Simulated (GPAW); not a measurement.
# Ge (P-3m1) in GPAW: reference runs

How does Ge come out in PBE? The cell is run as given.

Program: GPAW 26.7.0. These are calculated values, not measurements. Logs are shortened: lines on timing, memory, paths and dates and some standing lists are left out, and cuts for length are marked. The log counts tension as positive stress, the text compression.

## (1) Starting point

Symmetry: P-3m1, No. 164, trigonal system. Conventional cell: a = 4.090 Å, b = 4.090 Å, c = 3.327 Å, α = 90.00°, β = 90.00°, γ = 120.00°. Around Ge (site symmetry 3m) lie 3 Ge at 2.54 Å.

The cell was built by a generator and needn't be a form met in nature.

## (2) Single point, PBE

File run.py:

```python
from ase import Atoms
from ase.dft.bandgap import bandgap
from ase.io import write
from ase.units import Bohr, GPa
from gpaw import GPAW, PW
from gpaw.elf import elf_from_dft_calculation

atoms = Atoms(['Ge', 'Ge'],
              cell=[[4.0904091952, 0.0, 0.0],
                    [-2.0452045976, 3.5423982749, 0.0],
                    [0.0, 0.0, 3.32658]],
              scaled_positions=[[0.66667, 0.33333, 0.14086],
                                [0.3333366667, 0.6666633333, 0.85914]],
              pbc=True)

calc = GPAW(mode=PW(600),
            xc='PBE',
            kpts={'size': (8, 8, 8), 'gamma': True},
            occupations={'name': 'fermi-dirac', 'width': 0.05},
            nbands=11,
            convergence={'density': 1e-05, 'energy': 1e-05},
            maxiter=150,
            txt='gpaw.txt')
atoms.calc = calc
energy = atoms.get_potential_energy()
forces = atoms.get_forces()
stress = atoms.get_stress()
calc.write('gs.gpw')
write('result.traj', atoms)
print(f'Energy: {energy:.6f} eV')
print('Forces (eV/A):')
print(forces.round(4))
print('Stress (GPa):', (stress / GPa).round(3))
print('Fermi level:', round(calc.get_fermi_level(), 4), 'eV')
print(f'Gap: {bandgap(calc)[0]:.4f} eV, direct: {bandgap(calc, direct=True)[0]:.4f} eV')

# fields on the real-space grid
write('density.cube', atoms, data=calc.get_pseudo_density() * Bohr**3)
write('potential.cube', atoms, data=calc.get_electrostatic_potential())
write('elf.cube', atoms, data=elf_from_dft_calculation(calc).data)
```

Potentials or basis: GPAW PAW data sets (gpaw-data 1.2.1), pw.

Started as:

```sh
OMP_NUM_THREADS=1 python run.py
```

gpaw.txt:

```text
__  _  _
 | _ |_)|_||  |
 |__||  | ||/\| - 26.7.0

Input parameters:
  mode=PW(ecut=600.0),
  convergence={'density': 1e-05, 'energy': 1e-05},
  kpts=MonkhorstPack(size=(8, 8, 8), gamma=True),
  maxiter=150,
  nbands=11,
  occupations=Occupations(name='fermi-dirac', width=0.05),
  xc=XC(name='PBE')

Diagonalizing LCAO Hamiltonian
Converting LCAO to pw mode

        Ge

            Ge

Atoms  # Å, Bohr magnetons
|   | symbol |        x |        y |        z |    initial magnetic moments |
|---|--------|----------|----------|----------|-----------------------------|
| 0 |     Ge | 2.045225 | 1.180788 | 0.468582 | ( 0.0000,  0.0000,  0.0000) |
| 1 |     Ge | 0.000020 | 2.361587 | 2.857998 | ( 0.0000,  0.0000,  0.0000) |

Unit cell  # Å
| periodic |         x |        y |        z |  lengths |     angles |
|----------|-----------|----------|----------|----------|------------|
|      yes |  4.090409 | 0.000000 | 0.000000 | 4.090409 |  90.000000 |
|      yes | -2.045205 | 3.542398 | 0.000000 | 4.090409 |  90.000000 |
|      yes |  0.000000 | 0.000000 | 3.326580 | 3.326580 | 120.000000 |

Number of symmetries: 2
Symmetry operations  # r_c * U_cc + t_c -> r_c
|   | kind |            matrix            |
|---|------|------------------------------|
| 0 |  E   |  1, 0, 0,  0, 1, 0,  0, 0, 1 |
| 1 |  σ   |  0,-1, 0, -1, 0, 0,  0, 0, 1 |

BZ-sampling:
  Number of BZ points: 512
  Number of IBZ points: 150

  Monkhorst-Pack size: [8, 8, 8]
  Monkhorst-Pack shift: [0.0625, 0.0625, 0.0625]

K-points  # in reciprocal-cell coordinates
|     |                                coordinates |     weight |
|-----|--------------------------------------------|------------|
|   0 | (  0.00000000,   0.00000000,   0.00000000) | 0.00195312 |
|   1 | (  0.00000000,   0.00000000,   0.12500000) | 0.00390625 |
|   2 | (  0.00000000,   0.00000000,   0.25000000) | 0.00390625 |
|   3 | (  0.00000000,   0.00000000,   0.37500000) | 0.00390625 |
|   4 | (  0.00000000,   0.00000000,   0.50000000) | 0.00195312 |
|   5 | (  0.12500000,  -0.12500000,  -0.37500000) | 0.00390625 |
|   6 | (  0.12500000,  -0.12500000,  -0.25000000) | 0.00390625 |
|   7 | (  0.12500000,  -0.12500000,  -0.12500000) | 0.00390625 |
|   8 | (  0.12500000,  -0.12500000,   0.00000000) | 0.00390625 |
|   9 | (  0.12500000,  -0.12500000,   0.12500000) | 0.00390625 |
| ... |                                            |            |
| 149 | (  0.50000000,   0.50000000,   0.50000000) | 0.00195312 |

Plane wave coefficients: 1639
Cutoff: 600.0 eV

Spin-components: 1 (collinear spins)
Bands:           11
Projectors:      10
Spin-degeneracy: 2
Datatype:        complex128

Parallelization:
  kpt:    1
  domain: 1
  band:   1

Density:
  Valence electrons: 8.0
  Components: 1
  Grid points: [24 24 20]
  Charge: 0.0  # |e|

Potential:
  Grid points: [24 24 20]

species:
  Ge:
    name:    Germanium
    Z:       32.0
    valence: 4
    core:    28
    charge:  0.0  # [|e|]
    compensation charges:
      type: gauss
      rc: 0.32  # [Å]
      lmax: 2
    cutoffs:
      filter: 1.77  # [Å]
      core: 3.42  # [Å]
    projectors
    | kind |    occ | energy [eV] | rcut [Å] |
    |------|--------|-------------|----------|
    |   4s |  2.000 |     -11.726 |    1.005 |
    |   4p |  2.000 |      -3.896 |    1.005 |
    |    s |        |      15.485 |    1.005 |
    |    p |        |      23.315 |    1.005 |
    |    d |        |       0.000 |    1.005 |

    Using partial waves for Ge as LCAO basis

Reference energy: -114195.275705  # eV

eigensolver:
  PPCG
  Converge bands: occupied
  niter=2

density mixing:
  MSR1-Mixer
  Pratt-step length: 0.05
  Maximum mixing coefficient: 0.75
  Old densities: 10
  SVD Regularization: 0.005
  Good broyden scale: 1.0
  Trust region scale: 1.0
  Backstep threshold: 4.0
  History deletion threshold: 6.0
  Fourier metric: weight=20.0, sigma=0.015

occupation numbers:
  Fermi-Dirac:
    width: 0.0500  # eV

poisson solver:
  ecut: 4800.0  # eV

xc functional:
  name: PBE with 2 nearest neighbor stencil

convergence criteria:
- Maximum integral of absolute [dens]ity change: 1e-05 electrons / valence electron
- Maximum [total energy] change in last 3 cyles: 1e-05 eV / valence electron
- Maximum integral of absolute [eigenst]ate change: 4e-08 eV^2 / valence electron
maximum number of iterations: 150

SCF iterations
|iter     | |      energy | eigst |  dens |
|---------|-|-------------|-------|-------|
|iter:   1| |   -8.448784 | -0.51 |       |
|iter:   2| |   -8.447239 | -2.85 | -1.06 |
|iter:   3| |   -8.426610 | -3.00 | -1.08 |
|iter:   4| |   -8.426006 | -4.25 | -1.66 |
|iter:   5| |   -8.426038 | -5.50 | -2.53 |
|iter:   6| |   -8.426045c| -6.86 | -3.17 |
|iter:   7| |   -8.426045c| -7.89c| -3.76 |
|iter:   8| |   -8.426045c| -8.36c| -4.90 |
|iter:   9| |   -8.426045c| -8.98c| -5.42c|

Converged in 9 steps
Energy contributions relative to reference atoms: (reference = -114195.275705)

Energy contributions:
  Kinetic:          13.647001
  Coulomb:         -13.100793
  Zero:             -0.002394
  External:          0.000000
  Xc:               -8.965618
  Entropy:          -0.008483
  Spinorbit:         0.000000
  ----------------------------
  Free energy:      -8.430286
  Extrapolated:     -8.426045

dipole moment: (0.000237, 0.000156, 0.000206)  # |e|*Ang

Fermi level: 5.153
Eigenvalues  # (at kpt = [0.000, 0.000, 0.000])
| band index |      eig [eV] | occ [0-2] |
|------------|---------------|-----------|
|          0 |        -6.756 |     2.000 |
|          1 |         2.612 |     2.000 |
|          2 |         4.100 |     2.000 |
|          3 |         4.100 |     2.000 |
|          4 |         7.538 |     0.000 |
|          5 |         8.134 |     0.000 |
|          6 |         8.134 |     0.000 |
|          7 |         8.411 |     0.000 |
|          8 |        11.939 |     0.000 |
|          9 |        17.319 |     0.000 |
|         10 |        18.567 |     0.000 |

No gap
No difference between direct/indirect transitions

Forces  # eV/Ang
|        x |        y |        z |
|----------|----------|----------|
|  0.00000 | -0.00000 |  0.02248 |  # Ge   0
| -0.00000 |  0.00000 | -0.02249 |  # Ge   1

Stress tensor  # eV/Ang^3
|        x |         y |         z |
|----------|-----------|-----------|
| 0.001585 |  0.000000 |  0.000000 |
| 0.000000 |  0.001585 | -0.000000 |
| 0.000000 | -0.000000 |  0.026783 |

# Writing to gs.gpw (mode='')
```

It took 20 s on 1 thread of Intel Xeon 6975P-C (Granite Rapids), shared host; peak memory 0.22 GiB.

What came out:

```yaml
Free_energy: -8.4303 eV
Pressure: -1.6 GPa
Largest_force: 0.022 eV/Å
Band_gap_on_the_k_mesh: none (metal or under the smearing width)
```

Forces on the atoms (eV/Å):
```
Ge   0.000  0.000  0.022
Ge   0.000  0.000 -0.022
```

Stress tensor (GPa, compression positive):
```
-0.25  0.00  0.00
 0.00 -0.25  0.00
 0.00  0.00 -4.29
```

Levels at points of the mesh, in eV from the Fermi level:
| k point | band 1 | band 2 | band 3 | band 4 | band 5 | band 6 | band 7 |
| --- | --- | --- | --- | --- | --- | --- | --- |
| (0.00, 0.00, 0.00) | -11.91 | -2.54 | -1.05 | -1.05 | 2.39 | 2.98 | 2.98 |
| (0.00, 0.00, 0.50) | -10.10 | -6.29 | 0.41 | 0.41 | 0.85 | 2.79 | 3.87 |
| (0.50, 0.00, 0.00) | -9.96 | -8.14 | -2.57 | -0.32 | 3.38 | 3.80 | 7.04 |
| (0.50, 0.00, 0.50) | -8.22 | -6.57 | -3.77 | -2.13 | -0.95 | 2.38 | 3.84 |
| (0.50, 0.50, 0.00) | -9.96 | -8.14 | -2.57 | -0.32 | 3.38 | 3.80 | 7.04 |
| (0.50, 0.50, 0.50) | -8.22 | -6.57 | -3.77 | -2.13 | -0.95 | 2.38 | 3.84 |
